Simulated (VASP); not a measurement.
ZnCu: single point with PBE

Crystal: ZnCu.

```
Zn Cu
1.0
     2.94500    0.00000    0.00000
     0.00000    2.94500    0.00000
     0.00000    0.00000    2.94500
Zn Cu
1 1
Direct
  0.51110 0.50424 0.49528
  0.97717 0.99097 0.00355
```

The cell isn't the ideal one: atoms moved at random, drawn with an rms of 0.05 Å.

```yaml
Program: VASP 6.6.1
Task: single point
Functional: PBE
Potentials_or_basis: VASP PAW PBE potentials, release 64 (Zn, Cu)
Cutoff: 520 eV
k_mesh: 9 × 9 × 9
Occupations: fermi-dirac, width 0.05 eV
Spin: no spin polarisation
Further_INCAR_settings: ALGO = Normal; EDIFF = 1e-07; NBANDS = 18
```

```yaml
Pressure: 3.8 GPa
Largest_force: 0.550 eV/Å
Band_gap_on_the_k_mesh: none (metal or under the smearing width)
```

Forces in eV/Å, atoms in the order of the input:
```
Zn  -0.496 -0.201  0.126
Cu   0.496  0.201 -0.126
```

Stress tensor (GPa, compression positive):
```
 3.43  0.44 -0.28
 0.44  3.93 -0.11
-0.28 -0.11  3.99
```

Levels at points of the mesh, in eV from the Fermi level:
```csv
k point,band 10,band 11,band 12,band 13,band 14,band 15
"(0.00, 0.00, 0.00)",-2.81,-2.81,6.17,6.17,6.22,11.15
```

Run time: 3.1 min on 1 thread of AMD EPYC 7R43 64-Core Processor (Zen 3), with other jobs on the host, peak memory 0.24 GiB.
